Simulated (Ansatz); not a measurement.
Strain response of TiAl2

The calculation used DFT r2SCAN, scalar-relativistic, plane waves, PAW in Ansatz 0.2.0. Run with 500 eV cutoff, 10×4×10 k-mesh, Gaussian smearing of 0.10 eV, no spin polarisation.

Reference structure (relaxed):

```xyz
12
Lattice="3.9134 0.0000 0.0000 0.0000 12.0679 0.0000 0.0000 0.0000 3.9929" Properties=species:S:1:pos:R:3 pbc="T T T"
Ti    1.9567   10.1803    0.0000
Ti    0.0000    7.9216    0.0000
Ti    0.0000    4.1463    0.0000
Ti    1.9567    1.8876    0.0000
Al    0.0000    0.0000    0.0000
Al    1.9567    8.1166    1.9964
Al    0.0000    9.9852    1.9964
Al    1.9567    0.0000    1.9964
Al    1.9567    6.0339    0.0000
Al    0.0000    2.0826    1.9964
Al    1.9567    3.9513    1.9964
Al    0.0000    6.0339    1.9964
```

Deformation: uniaxial strain along a, with the lengths of b and c and the atoms relaxed and the angles held, all within the symmetry that the strain leaves. Energies are extrapolated to zero smearing.

Question: Give the structure at +6.0 %.

Answer:
```xyz
12
Lattice="4.1482 0.0000 0.0000 0.0000 11.9590 0.0000 0.0000 0.0000 3.9307" Properties=species:S:1:pos:R:3 pbc="T T T"
Ti    2.0741   10.0959    0.0000
Ti    0.0000    7.8426    0.0000
Ti    0.0000    4.1164    0.0000
Ti    2.0741    1.8631    0.0000
Al    0.0000    0.0000    0.0000
Al    2.0741    8.0529    1.9653
Al    0.0000    9.8856    1.9653
Al    2.0741    0.0000    1.9653
Al    2.0741    5.9795    0.0000
Al    0.0000    2.0734    1.9653
Al    2.0741    3.9061    1.9653
Al    0.0000    5.9795    1.9653
```
Space group Cmmm (65), 31.2 meV/atom over the relaxed crystal.